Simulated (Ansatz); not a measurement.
# Si: one contact scaled

How do energy and force answer when the Si1–Si2 bond of Si is squeezed or stretched? Methods of the runs shown: PAW. Its runs: shortest bond scaled by 1 (PAW); shortest bond scaled by 0.94 (PAW); shortest bond scaled by 0.88 (PAW); shortest bond scaled by 0.82 (PAW); shortest bond scaled by 0.58 (PAW and PAW (level accurate)).

Program: Ansatz 0.2.0. Level of theory: DFT PBE, with the methods named in each step. These are calculated values, not measurements.

### 1 The starting structure

The structure is cubic, space group Fd-3m (No. 227). The conventional cell has a = 5.429 Å, b = 5.429 Å, c = 5.429 Å, α = 90.00°, β = 90.00°, γ = 90.00°. Si (site symmetry -43m) is surrounded by 4 Si at 2.35 Å.

Coordinates:

```
CELL_PARAMETERS angstrom
0.00000 2.71442 2.71442
2.71442 0.00000 2.71442
2.71442 2.71442 0.00000
ATOMIC_POSITIONS crystal
Si 0.87500 0.87500 0.87500
Si 0.12500 0.12500 0.12500
```

Atoms are numbered in the order of the input: Si1, Si2.

### 2 Shortest bond scaled by 1, PAW

Input file input.yaml:

```yaml
crystal:
  lattice:
    - [0.0, 2.7144176166, 2.7144176166]
    - [2.7144176166, 0.0, 2.7144176166]
    - [2.7144176166, 2.7144176166, 0.0]
  atoms:
    - { symbol: Si, position: [-0.125, -0.125, -0.125] }
    - { symbol: Si, position: [0.125, 0.125, 0.125] }
kpoints:
  mp_grid: { grid: [10, 10, 10] }
scf:
  occupations: { method: fermi_dirac, width: 0.05 }
hamiltonian:
  xc: pbe
  pseudopotentials: { kind: paw }
output:
  forces: true
  stress: true
  eigenvalues: true
  efg: { contact_densities: true }
  populations: true
```

Run with:

```console
> ansatz run input.yaml --threads 1 --pin off --max-ram 2048MiB --backend cpu --events-out ev --progress --plain --runs-dir out
```

### 3 Shortest bond scaled by 0.94, PAW

Edit input.yaml of step 2 so:

```diff
@@ -6,4 +6,4 @@
   atoms:
-    - { symbol: Si, position: [-0.125, -0.125, -0.125] }
-    - { symbol: Si, position: [0.125, 0.125, 0.125] }
+    - { symbol: Si, position: [-0.1475, -0.1175, -0.1175] }
+    - { symbol: Si, position: [0.1475, 0.1175, 0.1175] }
 kpoints:
@@ -21 +21,5 @@
   populations: true
+  write_density: true
+  write_potential: true
+  elf: true
+  volumetric_format: npy
```

### 4 Shortest bond scaled by 0.88, PAW

Edit input.yaml of step 3 so:

```diff
@@ -6,4 +6,4 @@
   atoms:
-    - { symbol: Si, position: [-0.1475, -0.1175, -0.1175] }
-    - { symbol: Si, position: [0.1475, 0.1175, 0.1175] }
+    - { symbol: Si, position: [-0.17, -0.11, -0.11] }
+    - { symbol: Si, position: [0.17, 0.11, 0.11] }
 kpoints:
@@ -21,5 +21 @@
   populations: true
-  write_density: true
-  write_potential: true
-  elf: true
-  volumetric_format: npy
```

### 5 Shortest bond scaled by 0.82, PAW

Edit input.yaml of step 4 so:

```diff
@@ -6,4 +6,4 @@
   atoms:
-    - { symbol: Si, position: [-0.17, -0.11, -0.11] }
-    - { symbol: Si, position: [0.17, 0.11, 0.11] }
+    - { symbol: Si, position: [-0.1925, -0.1025, -0.1025] }
+    - { symbol: Si, position: [0.1925, 0.1025, 0.1025] }
 kpoints:
@@ -21 +21,5 @@
   populations: true
+  write_density: true
+  write_potential: true
+  elf: true
+  volumetric_format: npy
```

### 6 Shortest bond scaled by 0.58, PAW

Edit input.yaml of step 5 so:

```diff
@@ -6,4 +6,4 @@
   atoms:
-    - { symbol: Si, position: [-0.1925, -0.1025, -0.1025] }
-    - { symbol: Si, position: [0.1925, 0.1025, 0.1025] }
+    - { symbol: Si, position: [-0.2825, -0.0725, -0.0725] }
+    - { symbol: Si, position: [0.2825, 0.0725, 0.0725] }
 kpoints:
@@ -21,5 +21 @@
   populations: true
-  write_density: true
-  write_potential: true
-  elf: true
-  volumetric_format: npy
```

### 7 Shortest bond scaled by 0.58, PAW (level accurate)

Edit input.yaml of step 6 so:

```diff
@@ -14,3 +14,3 @@
   xc: pbe
-  pseudopotentials: { kind: paw }
+  pseudopotentials: { kind: paw, level: accurate }
 output:
@@ -19,3 +19 @@
   eigenvalues: true
-  efg: { contact_densities: true }
-  populations: true
```

(Steps that only read results are left out.)

Before running it: what results should come out?

The runs gave:

| quantity | value |
| --- | --- |
| force along the bond, positive apart, at 1.363 Å (PAW) | 64.15 eV/Å |
| force along the bond, positive apart, at 1.363 Å (PAW (level accurate)) | 61.71 eV/Å |

**Reading.** At 1.36 Å the force along the bond is 64.15 eV/Å by PAW, and the energy stands 18.88 eV over the given length. With two atoms in the cell whole sublattices move, so the other contacts between the two sublattices change too; at scales over 1 some of them become the shortest.
